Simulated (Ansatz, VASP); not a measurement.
**Na: VASP beside Ansatz**

File INCAR:

```
PREC = Accurate
ENCUT = 520
EDIFF = 1E-6
ISMEAR = -1
SIGMA = 0.1
LREAL = F
LASPH = T
NELM = 60
ALGO = Fast
ISIF = 2
LWAVE = F
LCHARG = F
GGA = RP
NBANDS = 18
```

KPOINTS

```
Automatic mesh
0
Gamma
  7 7 10
```

Contents of POSCAR:

```
Na
1.0
    6.0617733640      0.0000000000      0.0000000000
   -3.0308866820      5.2496497252      0.0000000000
    0.0000000000      0.0000000000      3.5962104993
Na
3
Direct
    1.0000000000      1.0000000000      1.0000000000
    0.3333333333      0.6666666667      0.5000000000
    0.6666666667      0.3333333333      0.5000000000
```

Input for Ansatz:

```yaml
crystal:
  lattice:
    - [6.061773364, 0.0, 0.0]
    - [-3.030886682, 5.2496497252, 0.0]
    - [0.0, 0.0, 3.5962104993]
  atoms:
    - { symbol: Na, position: [1.0, 1.0, 1.0] }
    - { symbol: Na, position: [0.3333333333, 0.6666666667, 0.5] }
    - { symbol: Na, position: [0.6666666667, 0.3333333333, 0.5] }
hamiltonian:
  xc: rpbe
  pseudopotentials:
    kind: paw
    azcp:
      Na: "pseudopotentials/Na.paw.azcp"
basis:
  ecutwfc: 420
  fft_grid_basis: typed
kpoints:
  mp_grid: { grid: [7, 7, 10], shift: [0, 0, 0] }
magnetization:
  spin_polarized: false
scf:
  occupations: { method: fermi_dirac, width: 0.1 }
  lower_state_search: "off"
output:
  stress: true
```

Alike in both runs: task single point; functional RPBE; k mesh 7 × 7 × 10; occupations fermi-dirac, width 0.1 eV; no spin polarisation.

|  | VASP | Ansatz |
| --- | --- | --- |
| version | VASP 6.6.1 | Ansatz 0.2.0 |
| potentials or method | VASP PAW PBE potentials, release 64 (Na_pv) | plane waves (420 eV) with PAW, scalar-relativistic |
| plane-wave cutoff (eV) | 520 | 420 |
| valence electrons in the cell | 21 | 27 |

|  | VASP | Ansatz | Ansatz less VASP |
| --- | --- | --- | --- |
| pressure (GPa) | 0.3 | 0.3 | +0.01 |
| largest component of the traceless stress (GPa) | 0.09 | 0.08 | -0.003 |

The two sets of potentials don't hold the same shells in valence.

Caveats: the PAW data sets were made with another functional, which shifts forces and pressure a little (VASP).
